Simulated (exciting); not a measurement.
Two BSE runs for the Rb L₃ edge of RbBr, space group Pm-3m. Run A: exciting, all-electron LAPW+lo, LDA, exchange and screened direct term (singlet BSE), 3×3×3 shifted k points, 31 conduction bands, |G+q| up to 3 bohr⁻¹ (2 in the exchange term), full RPA screening with nempty = 56, Lorentzian half width 0.64 eV. Run B differs in one setting: k mesh, kernel cutoff, basis, band set, screening or width.

Energy from the Kohn–Sham onset, core level to the lowest empty state found on the meshes used; one zero for both, scaled to A's maximum:

| E (eV) | A | B |
| --- | --- | --- |
| -7.0 | 0.02 | 0.04 |
| -6.5 | 0.02 | 0.05 |
| -6.0 | 0.02 | 0.06 |
| -5.5 | 0.02 | 0.06 |
| -5.0 | 0.03 | 0.08 |
| -4.5 | 0.03 | 0.09 |
| -4.0 | 0.04 | 0.11 |
| -3.5 | 0.06 | 0.13 |
| -3.0 | 0.08 | 0.17 |
| -2.5 | 0.12 | 0.21 |
| -2.0 | 0.19 | 0.27 |
| -1.5 | 0.34 | 0.33 |
| -1.0 | 0.65 | 0.40 |
| -0.5 | 0.87 | 0.45 |
| 0.0 | 0.99 | 0.46 |
| 0.5 | 0.66 | 0.44 |
| 1.0 | 0.40 | 0.39 |
| 1.5 | 0.31 | 0.35 |
| 2.0 | 0.28 | 0.31 |
| 2.5 | 0.25 | 0.29 |
| 3.0 | 0.22 | 0.27 |
| 3.5 | 0.22 | 0.26 |
| 4.0 | 0.24 | 0.25 |
| 4.5 | 0.28 | 0.25 |
| 5.0 | 0.31 | 0.24 |
| 5.5 | 0.29 | 0.23 |
| 6.0 | 0.23 | 0.22 |
| 6.5 | 0.19 | 0.21 |
| 7.0 | 0.18 | 0.20 |
| 7.5 | 0.17 | 0.19 |
| 8.0 | 0.15 | 0.18 |
| 8.5 | 0.14 | 0.17 |
| 9.0 | 0.15 | 0.17 |
| 9.5 | 0.17 | 0.18 |
| 10.0 | 0.18 | 0.18 |
| 10.5 | 0.19 | 0.18 |
| 11.0 | 0.21 | 0.19 |
| 11.5 | 0.22 | 0.19 |
| 12.0 | 0.22 | 0.19 |
| 12.5 | 0.22 | 0.18 |
| 13.0 | 0.20 | 0.18 |
| 13.5 | 0.18 | 0.17 |
| 14.0 | 0.17 | 0.17 |
| 14.5 | 0.17 | 0.16 |
| 15.0 | 0.16 | 0.16 |
| 15.5 | 0.16 | 0.15 |
| 16.0 | 0.16 | 0.15 |
| 16.5 | 0.15 | 0.14 |
| 17.0 | 0.13 | 0.14 |
| 17.5 | 0.13 | 0.13 |
| 18.0 | 0.12 | 0.13 |
| 18.5 | 0.11 | 0.12 |
| 19.0 | 0.12 | 0.12 |
| 19.5 | 0.13 | 0.12 |
| 20.0 | 0.13 | 0.12 |
| 20.5 | 0.13 | 0.11 |
| 21.0 | 0.12 | 0.11 |
| 21.5 | 0.11 | 0.11 |
| 22.0 | 0.10 | 0.10 |

**Question.** Which is the likeliest?

The half width (eV) from 0.64 to 1.92. Against run A the r.m.s. difference is 38 %. The highest maximum lies at -0.1 eV (0.46), against -0.1 eV (1.00). Only the width of each line changes; the area stays. A table step wider than the lines misses their tops. Other settings could leave a like mark; this is the change that was made.

[Hosts, paths, dates, database ids (printed as entryN), source tags and the programs' standing remarks are cut or masked in the printed files.]
